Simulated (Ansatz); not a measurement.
# Ga at several levels of theory

One geometry, relaxed with PBE+D3(BJ), and single points on it; plane waves with PAW potentials in Ansatz, scalar-relativistic unless the row names spin-orbit coupling. No spin polarisation. Meshes are on the primitive cell of 1 atom. Gaps are the least over mesh and band path; pressure is positive in compression. Smearing is Gaussian, 0.10 eV. Rows that don't name D3 lack it, which shows in their pressure.

```
CELL_PARAMETERS angstrom
-1.40686 1.40686 2.26723
1.40686 -1.40686 2.26723
1.40686 1.40686 -2.26723
ATOMIC_POSITIONS crystal
Ga 0.00000 0.00000 0.00000
```

```csv
level,cutoff (eV),k mesh,gap (eV),pressure (GPa),rough cost with bands (core-min)
PBE+D3(BJ),420,20×20×20,0,0.0,0.5
```

What do r2SCAN, PBE+D3(BJ) with spin-orbit coupling, PBEsol give on the same cell?

```csv
level,cutoff (eV),k mesh,gap (eV),pressure (GPa),rough cost with bands (core-min)
r2SCAN,500,20×20×20,0,-0.3,0.9
PBE+D3(BJ) with spin-orbit coupling,420,20×20×20,0,0.0,1.1
PBEsol,420,20×20×20,0,-0.8,0.5
```

This form isn't the element's structure at ambient conditions.